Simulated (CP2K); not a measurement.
Crystal: Al.

```
CELL_PARAMETERS angstrom
2.83922 0.00000 0.00000
1.44186 2.44655 0.00000
1.33756 0.86711 2.38525
ATOMIC_POSITIONS crystal
Al 0.00000 0.00000 0.00000
```

Program: CP2K 2026.2. Alike in all runs: task atomic charges; level PBE; no spin polarisation; cell as given; k mesh 11 × 11 × 11; smearing fermi-dirac 0.05 eV.

Task: Order these runs on this cell by their pressure, lowest first.
A. potentials or basis POTENTIAL_UZH Al GTH-PBE-q3; ccGRB-D basis; basis sets Al ccGRB-D-q3; potentials Al GTH-PBE-q3 of POTENTIAL_UZH; ADDED_MOS [8]
B. potentials or basis GTH_POTENTIALS Al GTH-PBE-q3; SZV-MOLOPT-SR-GTH basis; basis sets Al SZV-MOLOPT-SR-GTH-q3; potentials Al GTH-PBE-q3 of GTH_POTENTIALS; ADDED_MOS [2]
C. potentials or basis GTH_POTENTIALS Al GTH-PBE-q3; TZVP-MOLOPT-SR-GTH basis; basis sets Al TZVP-MOLOPT-SR-GTH-q3; potentials Al GTH-PBE-q3 of GTH_POTENTIALS; ADDED_MOS [8]

Result: C (-0.1 GPa), A (2.9 GPa), B (8.3 GPa).

Caveats: the basis of atomic orbitals isn't converged, which shifts pressures, moduli and gaps; a minimal basis gives rough bond lengths, pressures and levels (some runs).
